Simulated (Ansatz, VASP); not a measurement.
## Two plane-wave programs on N

```
N
1.0
     4.08216    0.00000    0.00000
    -2.04108    3.53526    0.00000
     0.00000    0.00000    6.86298
N
4
Direct
  0.66667 0.33333 0.67107
  0.66667 0.33333 0.82893
  0.33333 0.66667 0.17107
  0.33333 0.66667 0.32893
```

Change from the starting cell: volume scaled by 0.94.

Alike in both runs: task single point; functional PBE; k mesh 7 × 7 × 4; occupations fermi-dirac, width 0.05 eV; no spin polarisation.

|  | VASP | Ansatz |
| --- | --- | --- |
| version | VASP 6.6.1 | Ansatz 0.2.0 |
| potentials or method | VASP PAW PBE potentials, release 64 (N) | Ansatz PAW |
| plane-wave cutoff (eV) | 520 | 420 |
| valence electrons in the cell | 20 | 20 |

VASP gave:

* gap on the k mesh at the Fermi level (eV): 7.17
* least direct gap on the mesh (eV): 7.48
* pressure (GPa): 6.1
* largest component of the traceless stress (GPa): 11.80
* rms of the force components (eV/Å): 2.903

Q: What did Ansatz give for the same quantities?

A: gap on the k mesh at the Fermi level (eV): 7.22; least direct gap on the mesh (eV): 7.53; pressure (GPa): 3.7; largest component of the traceless stress (GPa): 6.68; rms of the force components (eV/Å): 1.615.

Atom by atom the forces differ by 1.288 eV/Å (rms over components).

Caveats: forces of over 1 eV/Å show positions far from the minimum, so gaps and moduli don't describe the material at rest; the standard files for N, O and F lose accuracy on very short bonds (VASP); an odd mesh through Γ misses points on the zone boundary, where band edges often lie (VASP); odd divisions of the mesh miss points on the zone boundary, where band edges often lie, so the gap on the mesh can be too wide (Ansatz); the pressure holds a Pulay correction of +0.3 GPa for the finite cutoff (Ansatz).
